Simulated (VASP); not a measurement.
## WS2: single point with HSE06

WS2:

```
CELL_PARAMETERS angstrom
3.14685 0.00000 0.00000
-1.57342 2.72525 0.00000
0.00000 0.00000 12.68069
ATOMIC_POSITIONS crystal
W 0.33333 0.66667 0.25000
W 0.66667 0.33333 0.75000
S 0.33333 0.66667 0.62633
S 0.66667 0.33333 0.12633
S 0.33333 0.66667 0.87367
S 0.66667 0.33333 0.37367
```

The cell is a database's computed one.

```
Program                            : VASP 6.6.1
Task                               : single point
Functional                         : HSE06
Potentials or basis                : VASP PAW PBE potentials, release 64 (W_sv, S)
Cutoff                             : 520 eV
k mesh                             : 6 × 6 × 2
Occupations                        : gaussian, width 0.02 eV
Spin                               : no spin polarisation
Grid for exact exchange (PRECFOCK) : Fast
Screening parameter                : 0.2 1/A
Further INCAR settings             : ALGO = Normal; EDIFF = 1e-06
```

* Pressure: 0.0 GPa
* Largest force: 0.273 eV/Å
* Band gap on the k mesh: 1.71 eV, indirect (least direct gap 2.39 eV)

Forces on the atoms (eV/Å):
```
W    0.001  0.000  0.000
W   -0.001  0.000  0.000
S    0.000  0.000  0.273
S    0.000  0.000  0.273
S    0.000  0.000 -0.273
S    0.000  0.000 -0.273
```

Stress tensor (GPa, compression positive):
```
 0.37  0.00  0.00
 0.00  0.37  0.00
 0.00  0.00 -0.83
```

Levels at points of the mesh, in eV from the valence-band top:
| k point | band 24 | band 25 | band 26 | band 27 | band 28 | band 29 |
| --- | --- | --- | --- | --- | --- | --- |
| (0.00, 0.00, 0.00) | -1.97 | -1.18 | 0.00 | 3.19 | 3.20 | 3.20 |
| (0.50, 0.00, 0.00) | -1.94 | -1.80 | -1.66 | 3.18 | 3.22 | 3.50 |
| (0.50, 0.50, 0.00) | -1.94 | -1.80 | -1.66 | 3.18 | 3.22 | 3.50 |
| (0.00, 0.00, 0.50) | -2.33 | -0.37 | -0.37 | 3.19 | 3.19 | 3.19 |
| (0.50, 0.00, 0.50) | -2.01 | -1.72 | -1.72 | 3.20 | 3.20 | 3.65 |
| (0.50, 0.50, 0.50) | -2.01 | -1.72 | -1.72 | 3.20 | 3.20 | 3.65 |

Wall time 64 min on 1 thread of Intel(R) Xeon(R) 6975P-C (Granite Rapids) (shared host), peak memory 0.41 GiB.

Caveat: the PAW data sets were made with another functional, which shifts forces and pressure a little; spin-orbit coupling is left out, which moves the levels of the heavy elements; this functional lacks dispersion, which binds the layers, so the pressure and a relaxed spacing across them are unreliable. A k mesh can miss the band edges.
